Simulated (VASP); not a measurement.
# VASP 6.6.1 run: PbSe

INCAR

```
ENCUT = 300
NELM = 120
LCHARG = .FALSE.
ISMEAR = -1
PREC = Accurate
LASPH = .TRUE.
SIGMA = 0.02
ISPIN = 2
NSW = 0
GGA = PE
EDIFF = 1E-7
LWAVE = .FALSE.
LREAL = .FALSE.
MAGMOM = 3 -3
IBRION = -1
ISIF = 2
NBANDS = 50
```

KPOINTS

```
KPOINTS created by Atomic Simulation Environment
0
Gamma
6 6 6
0 0 0
```

POSCAR

```
Pb Se
 1.0000000000000000
     0.0000000000000000    3.4232041300268978    3.4232041300268978
     3.4232041300268978   -0.0000000000000000    3.4232041300268978
     3.4232041300268978    3.4232041300268978   -0.0000000000000000
 Pb  Se
   1   1
Cartesian
 -0.0000000000000000 -0.0000000000000000  0.0000000000000000
  1.7116020650134487  1.7116020650134487  1.7116020650134487
```

The recommended PBE PAW datasets give the neutral cell 20 valence electrons.

Command

```
mpirun -np 1 vasp_std
```

Task: How does this run end, and what does it give?

Result: It converged. Results: pressure 0.5 GPa; magnetic moment of the cell 0.00 μB.

OSZICAR

```
N       E                     dE             d eps       ncg     rms          rms(c)
DAV:   1     0.160598872614E+03    0.16060E+03   -0.46802E+03  3250   0.243E+02
DAV:   2     0.930402280117E+01   -0.15129E+03   -0.13888E+03  3450   0.106E+02
DAV:   3    -0.561118490059E+01   -0.14915E+02   -0.14698E+02  3888   0.366E+01
DAV:   4    -0.592834597020E+01   -0.31716E+00   -0.31688E+00  3920   0.562E+00
DAV:   5    -0.593435242306E+01   -0.60065E-02   -0.60057E-02  3976   0.741E-01    0.140E+01
DAV:   6    -0.767808864433E+01   -0.17437E+01   -0.11035E+00  4772   0.438E+00    0.452E+00
DAV:   7    -0.782809650109E+01   -0.15001E+00   -0.29409E-01  3632   0.173E+00    0.137E+00
DAV:   8    -0.782988907170E+01   -0.17926E-02   -0.29805E-02  3790   0.404E-01    0.679E-01
DAV:   9    -0.783237195956E+01   -0.24829E-02   -0.46206E-03  3598   0.260E-01    0.377E-01
DAV:  10    -0.783171073516E+01    0.66122E-03   -0.13311E-03  3614   0.164E-01    0.116E-01
DAV:  11    -0.783199262802E+01   -0.28189E-03   -0.17668E-04  3802   0.497E-02    0.695E-02
DAV:  12    -0.783227487683E+01   -0.28225E-03   -0.11669E-04  3438   0.362E-02    0.241E-02
DAV:  13    -0.783231389535E+01   -0.39019E-04   -0.25415E-05  3782   0.162E-02    0.786E-03
DAV:  14    -0.783232096771E+01   -0.70724E-05   -0.42519E-06  3574   0.855E-03    0.407E-03
DAV:  15    -0.783232355506E+01   -0.25873E-05   -0.12777E-06  3596   0.273E-03    0.178E-03
DAV:  16    -0.783232421417E+01   -0.65911E-06   -0.48764E-07  3508   0.197E-03    0.144E-03
DAV:  17    -0.783232434226E+01   -0.12809E-06   -0.90333E-08  3738   0.800E-04    0.431E-04
DAV:  18    -0.783232436842E+01   -0.26160E-07   -0.50977E-09  3514   0.177E-04
   1 F= -.78323244E+01 E0= -.78323244E+01  d E =-.316608E-09  mag=    -0.0000
```

For comparison, a separate PBE run of the intended cell, on usual settings and not on those above, gives a gap of 0.75 eV on its mesh and a pressure of 0.7 GPa.
